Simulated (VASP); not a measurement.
A run of VASP 6.6.1 is set up as follows.

Contents of INCAR:

```
  PREC = Accurate
  ENCUT = 600
  EDIFF = 1E-7
  ISMEAR = 0
  SIGMA = 0.1
  LREAL = False
  LASPH = True
  NELM = 60
  ALGO = Normal
  ISIF = 3
  LWAVE = False
  LCHARG = False
  IBRION = 2
  NSW = 90
  EDIFFG = -0.005
```

KPOINTS

```
Automatic mesh
0
Gamma
  18 18 18
```

The input POSCAR:

```
Al
1.0
   -1.6070005800      1.6070005800      1.6070005800
    1.6070005800     -1.6070005800      1.6070005800
    1.6070005800      1.6070005800     -1.6070005800
Al
1
Direct
    0.0000000000      0.0000000000      0.0000000000
```

Potentials or basis: VASP PAW LDA potentials, release 64 (Al).

Launch:

```bash
$ cat potpaw_LDA.64/Al/POTCAR > POTCAR
$ mpirun -np 1 vasp_std > vasp.out
```

(1) What does it give for the space group after relaxing (to 0.05 Å)?

(2) What does it give for the relaxed cell?

(3) Estimate the relaxed volume.

(4) Predict the band gap on the k mesh.

Results:

(1) Im-3m (No. 229).

(2) a = 2.763 Å, b = 2.763 Å, c = 2.763 Å, α = 109.47°, β = 109.47°, γ = 109.47°.

(3) 16.24 Å³/atom.

(4) none (metal or under the smearing width).
